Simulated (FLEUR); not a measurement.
## CuO: equation of state with PBEsol

The system is CuO.

```xyz
4
Lattice="2.8795 0.0000 0.0000 0.0391 2.8793 0.0000 0.0175 0.0172 5.1763" Properties=species:S:1:pos:R:3 pbc="T T T"
Cu    0.0195    1.4396    0.0000
Cu    1.4485    0.0086    2.5882
O     2.8881    0.0177    3.8817
O     0.0479    2.8788    1.2947
```

The cell comes from a database or a generator and needn't be the stable form of this composition.

```
Program             : FLEUR MaX-R8.1 (later development tree)
Task                : equation of state
Functional          : PBEsol
Potentials or basis : all-electron
Basis               : FLAPW
Kmax                : 5.27 1/bohr
k mesh              : 9 × 9 × 5
Occupations         : fermi-dirac, width 0.05 eV
Spin                : no spin polarisation
```

The equilibrium volume is 10.60 Å³/atom and the bulk modulus at fixed shape and positions is 175 GPa. The pressure derivative of the bulk modulus is 4.7 (rough: it moves with the points fitted).

Energy against volume, from the lowest point:
```tsv
volume (Å³/atom)	energy (meV/atom)
10.085	14.12
10.300	4.02
10.729	0.00
11.158	13.68
11.373	26.06
```

Caveat: the cell was scaled at fixed shape and fractional positions, which overstates the stiffness of a crystal with free parameters, most of all of layers and chains; the run has no spin polarisation, though such a crystal can be magnetic.
